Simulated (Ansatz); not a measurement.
## TiCo: relaxation step by step

The guess for TiCo was made by a generator: random cell by space group and Wyckoff sites (P6/mmm, No. 191). Lengths were set from tabulated atomic sizes, so they are only a guess.

```yaml
crystal:
  lattice:
    - [2.46672, 0.00000, 0.00000]
    - [-1.23336, 2.13625, 0.00000]
    - [0.00000, 0.00000, 4.74171]
  atoms:
    - { symbol: Ti, position: [0.00000, 0.00000, 0.00000] }
    - { symbol: Co, position: [0.00000, 0.00000, 0.50000] }
```

Level of theory: DFT PBE, scalar-relativistic, plane waves, PAW (Ansatz 0.2.0). Cutoff 420 eV, Gaussian smearing, Γ-centred meshes. Cell and atoms relax first on a coarse mesh and then on a finer one. In between, the cell is made exact in the group found at 0.06 Å. In metals the finer mesh still leaves noise of several meV/atom or more. The steps can't lower the symmetry of their start. Collinear spin, starting moments Co 3.0 μB.

Steps on the 12×12×4 mesh (2 atoms, 8 steps). The free energy counts from the last step; the plane-wave basis is renewed at times, which shifts energy and pressure.

```tsv
step	ΔF (meV/atom)	V (Å³/atom)	P (GPa)
1	164.0	12.49	16.54
2	49.8	13.21	5.83
3	6.5	13.56	2.42
4	3.9	13.82	-0.19
5	3.9	13.80	0.02
6	0.2	13.80	0.70
7	0.0	13.88	0.02
8	0.0	13.88	0.02
```

The relaxed structure, after a last relaxation on the converged mesh:

```cif
data_structure
_symmetry_space_group_name_H-M 'P 1'
_symmetry_Int_Tables_number 1
_cell_length_a 2.6526
_cell_length_b 2.6526
_cell_length_c 4.5481
_cell_angle_alpha 90.000
_cell_angle_beta 90.000
_cell_angle_gamma 120.000
_cell_volume 27.71
loop_
_atom_site_label
_atom_site_type_symbol
_atom_site_fract_x
_atom_site_fract_y
_atom_site_fract_z
_atom_site_occupancy
Ti1 Ti 0.00000 0.00000 0.00000 1
Co1 Co 0.00000 0.00000 0.50000 1
```

The symmetry stays P6/mmm (No. 191). The volume per atom grows by 10.9 %, from 12.5 to 13.9 Å³. The shortest distance goes from 2.37 Å (Ti–Co) to 2.27 Å (Ti–Co). The ratio c/a of the conventional cell changes by a factor of 0.89. The energy falls by about 0.17 eV/atom (the start's value is from the coarse mesh). Ti has 2 Co at 2.27 Å and 6 Ti at 2.65 Å; Co is surrounded by 2 Ti at 2.27 Å and 6 Co at 2.65 Å.

```yaml
Volume_per_atom: 13.86 Å³
Density: 6.40 g/cm³
Formation_energy: +0.37 eV/atom
Gap_on_the_24×24×12_mesh_of_the_2-atom_cell: 0 eV (a metal)
Net_moment_per_atom: 0.33 μB
Moment_by_site: Co 0.8 μB
```

Energies over the elements count from the elements' standard structures at the same level, with no fitted energy shifts.

The last run used collinear spin and Gaussian smearing of 0.10 eV. Another magnetic order may lie lower. Symmetry constrained the relaxation, so the result can be a saddle point. In all, the 3 runs took 3.5 min on 1 thread of Arm Neoverse V2 (shared host). Another cell of TiCo relaxed alike, in Pm-3m (a Materials Project cell), lies 0.78 eV/atom lower, so this cell isn't the stable form at this level.
